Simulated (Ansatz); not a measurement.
## SnO2: frozen-core PAW against all-electron methods

```
Sn O
1.0
     4.76872    0.00000    0.00000
     0.00000    4.76872    0.00000
     0.00000    0.00000    3.20750
Sn O
2 4
Cartesian
  0.0000 0.0000 0.0000
  2.3844 2.3844 1.6038
  1.4574 1.4574 0.0000
  0.9269 3.8418 1.6038
  3.3113 3.3113 0.0000
  3.8418 0.9269 1.6038
```

Atom numbers follow the list: Sn1, Sn2, O3, O4, O5, O6.

Conventional cell: a = 4.769 Å, b = 4.769 Å, c = 3.208 Å, α = 90.00°, β = 90.00°, γ = 90.00°. Sn (atom 1) has 6 O at 2.06 to 2.07 Å as nearest neighbours. O (atom 3) has 3 Sn at 2.06 to 2.07 Å as nearest neighbours.

The geometry is COD entry 2101853, unchecked; take it as a test cell. The listed cell was then made from it by scaling, straining or moving an atom.

Spin–orbit coupling is left out, though it moves levels of the heavy atoms by tenths of an eV or more.

Methods: DFT, PBE, PAW with Ansatz's default frozen-core files, scalar-relativistic (Ansatz 0.2.0); DFT, PBE, all-electron PAW with datasets made for the crystal, scalar-relativistic (Ansatz 0.2.0); DFT, PBE, all-electron LAPW, scalar-relativistic (Ansatz 0.2.0).

For PAW: a Γ-centred 4×4×6 k mesh, Fermi–Dirac smearing of 0.03 eV, cutoff 420 eV, no spin polarisation. The crystal-made all-electron datasets (AE datasets) take a cutoff of 440 eV at this cell. LAPW targets a basis error of 1 meV/atom. The Ansatz runs share mesh, smearing and spin set-up. Plane-wave (PAW) pressures include the program's estimate of the Pulay term.

Stress and pressure are positive in compression.

The change that made this cell: volume scaled by 1.02.

No spin–orbit coupling: at heavy atoms the gradients can be off by tens of per cent for that reason.

| quantity | PAW | AE datasets | LAPW |
| --- | --- | --- | --- |
| pressure (GPa) | 6.37 | 6.34 | 6.34 |
| stress xx (GPa) | 6.01 | 5.98 | 5.98 |
| stress zz (GPa) | 7.11 | 7.07 | 7.07 |
| force on O3, x (eV/Å) | 0.022 | 0.023 | 0.023 |
| band gap (eV) | 1.025 | 1.028 | 1.028 |
| field gradient Vzz at Sn1 (10²¹ V/m²) | 5.49 | 5.73 | – |
| field gradient Vzz at O3 (10²¹ V/m²) | -10.85 | -10.70 | – |

PAW's pressure differs from the LAPW value by +0.03 GPa.
